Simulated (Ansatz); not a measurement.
**BN: two-dimensional strain map**

Level of theory: DFT PBEsol, scalar-relativistic, plane waves, PAW (Ansatz 0.2.0). The runs took a 420 eV cutoff, a Γ-centred 12×12×6 mesh and Gaussian smearing (0.05 eV). No spin polarisation. Energies are free energies at this smearing, counted from the undisturbed cell; pressure is positive in compression.

Reference structure (as given, not relaxed at this level; it stands at -5.9 GPa; this wurtzite form isn't the usual structure):

```yaml
crystal:
  lattice:
    - [2.55394, 0.00000, 0.00000]
    - [-1.27697, 2.21178, 0.00000]
    - [0.00000, 0.00000, 4.22685]
  atoms:
    - { symbol: B, position: [0.66667, 0.33333, 0.99972] }
    - { symbol: B, position: [0.33333, 0.66667, 0.49972] }
    - { symbol: N, position: [0.66667, 0.33333, 0.62528] }
    - { symbol: N, position: [0.33333, 0.66667, 0.12528] }
```

The cell is strained by p along both x and y and by q along z, fractional coordinates fixed. Points are written (p, q).

p was sampled at -0.080, -0.040, 0.000, 0.040, 0.080 and q at -0.080, -0.040, 0.000, 0.040, 0.080.

Question: Where on the computed points is the energy highest, and how high?

Answer: At (-0.080, -0.080): 440.0 meV/atom.

Question: Away from (0, 0), which computed point is lowest?

Answer: (0.000, -0.040): 23.5 meV/atom.

The map, in meV/atom:

```csv
p \ q,-0.080,-0.040,0.000,0.040,0.080
-0.080,440.0,315.0,273.5,294.5,362.3
-0.040,197.5,83.7,52.0,81.5,156.6
0.000,127.4,23.5,0.0,36.3,116.9
0.040,183.5,89.1,73.0,115.0,200.1
0.080,329.9,245.1,236.1,283.4,372.3
```

Cost: 25 runs of about 1.7 core-minutes in all, on Intel Xeon Processor @ 2.50GHz (Skylake/Cascade Lake) (shared hosts).